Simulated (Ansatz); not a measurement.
`O=C(O)[CH2][GeH3]` + CH₄ → `CCC(=O)O` + GeH₄  (formal exchange of groups at a C–Ge bond)

Program: Ansatz. Geometries: PBE0-D4/def2-TZVP. ΔE: electronic, gas phase. CBS: MP2 limit from def2 TZ/QZ plus the TZ coupled-cluster correction, frozen cores. This one scheme is used for every species. DFT in def2-TZVPP. For Ge outer-core shells are correlated without core-valence functions, which leaves a few kJ/mol of doubt a bond. Scalar relativity is left out up to krypton. Each species was taken in one conformer, which may not be the lowest.

```tsv
species	PBE0-D4 energy (Eh)
`O=C(O)[CH2][GeH3]`	-2306.87517
CH₄	-40.47612
`CCC(=O)O`	-268.21809
GeH₄	-2079.12062
```

**Question.** Work out ΔE.

**Answer.** ΔE = (-268.21809) + (-2079.12062) − (-2306.87517) − (-40.47612) = 0.01258 Eh = +33.0 kJ/mol. CCSD(T)/CBS gives +36.3 kJ/mol.

Largest T1 diagnostic among the species: 0.014.

The D4 term adds +3.4 kJ/mol with B3LYP and +1.9 kJ/mol with PBE0; it sums over pairs of atoms, weighted by their polarisabilities, and B3LYP, whose exchange is more repulsive, gets the larger term. In def2-TZVPP, CCSD(T) changes the Hartree–Fock value by +9.9 kJ/mol (the triples alone add +1.7 kJ/mol) and MP2 by +15.4 kJ/mol.

B3LYP here is the variant with VWN-RPA as its local correlation; programs differ in this.
